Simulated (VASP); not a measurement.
Write the native input for VASP 6.6.1 that does the following.

```
Task                   : single point
Functional             : r2SCAN
Potentials or basis    : VASP PAW PBE potentials, release 64 (Na_pv, I)
Cutoff                 : 520 eV
k mesh                 : 4 × 4 × 4
Occupations            : methfessel-paxton, width 0.2 eV
Spin                   : no spin polarisation
Dipole correction      : no
Further INCAR settings : ALGO = Normal; EDIFF = 1e-06; NBANDS = 14
```

NaI:

```
CELL_PARAMETERS angstrom
0.00000 3.54319 3.54319
3.54319 0.00000 3.54319
3.54319 3.54319 0.00000
ATOMIC_POSITIONS crystal
Na 0.00000 0.00000 0.00000
I 0.25000 0.25000 0.25000
```

The cell was built by a generator and needn't be a form met in nature.

One way to write it, as run:

POSCAR

```
NaI
1.0
    0.0000000000      3.5431916648      3.5431916648
    3.5431916648      0.0000000000      3.5431916648
    3.5431916648      3.5431916648      0.0000000000
Na I
1 1
Direct
    0.0000000000      0.0000000000      0.0000000000
    0.2500000000      0.2500000000      0.2500000000
```

INCAR.step1

```
SYSTEM = NaI
ALGO = Normal ; EDIFF = 1E-4
ENCUT = 520 ; GGA = PE
ISMEAR = 1 ; LASPH = .TRUE.
LCHARG = .FALSE. ; LREAL = .FALSE.
LWAVE = .TRUE. ; NBANDS = 14
NELM = 100 ; PREC = Accurate
SIGMA = 0.2
```

INCAR.step2

```
SYSTEM = NaI
ALGO = Normal ; EDIFF = 1E-6
ENCUT = 520 ; ISIF = 2
ISMEAR = 1 ; ISTART = 1
LASPH = .TRUE. ; LCHARG = .FALSE.
LMIXTAU = .TRUE. ; LREAL = .FALSE.
LWAVE = .FALSE. ; METAGGA = R2SCAN
NBANDS = 14 ; NELM = 100
PREC = Accurate ; SIGMA = 0.2
```

KPOINTS

```
k-points
0
G
  4 4 4
  0 0 0
```

Potentials or basis: VASP PAW PBE potentials, release 64 (Na_pv, I).

The run is started by

```bash
$ cat potpaw_PBE.64/Na_pv/POTCAR potpaw_PBE.64/I/POTCAR > POTCAR
$ cp INCAR.step1 INCAR
$ mpirun -np 1 vasp_std > vasp.out
$ cp INCAR.step2 INCAR
$ mpirun -np 1 vasp_std > vasp.out
```

Results of the run:

```
Pressure               : -0.1 GPa
Band gap on the k mesh : 4.43 eV, direct
```

Caveat: the PAW data sets were made with another functional, which shifts forces and pressure a little; spin-orbit coupling is left out, which moves the levels of the heavy elements.

Run time: 63 s on 1 thread of Intel(R) Xeon(R) Platinum 8175M CPU @ 2.50GHz (Skylake/Cascade Lake), on a shared host, peak memory 0.25 GiB.
